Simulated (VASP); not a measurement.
## GaSb3: single point with PBE

The system is GaSb3.

```
Sb Ga
1.0
     0.00000    3.73060    3.73060
     3.73060    0.00000    3.73060
     3.73060    3.73060    0.00000
Sb Ga
3 1
Cartesian
  3.7306 3.7306 3.7306
  5.5959 5.5959 5.5959
  1.8653 1.8653 1.8653
  0.0000 0.0000 0.0000
```

The cell comes from a database or a generator and needn't be the stable form of this composition.

| Property | Result |
| --- | --- |
| Program | VASP 6.6.1 |
| Task | single point |
| Functional | PBE |
| Potentials or basis | VASP PAW PBE potentials, release 64 (Sb_d_GW, Ga_d_GW) |
| Cutoff | 450 eV |
| k mesh | 3 × 3 × 3 |
| Occupations | gaussian, width 0.02 eV |
| Spin | no spin polarisation |

The band gap on the k mesh is none (metal or under the smearing width).

Levels at points of the mesh, in eV from the Fermi level:
| k point | band 26 | band 27 | band 28 | band 29 | band 30 | band 31 | band 32 | band 33 |
| --- | --- | --- | --- | --- | --- | --- | --- | --- |
| (0.00, 0.00, 0.00) | -2.45 | -2.45 | -2.31 | -2.31 | -2.31 | -0.61 | -0.61 | -0.61 |

Run time: 68 s on 1 thread of Intel(R) Xeon(R) 6975P-C (Granite Rapids), on a shared host, peak memory 0.24 GiB.

Caveat: the k mesh is coarse (spacing up to 0.49 Å⁻¹), so the values aren't converged. Spin-orbit coupling is left out, which matters for the levels of Sb.
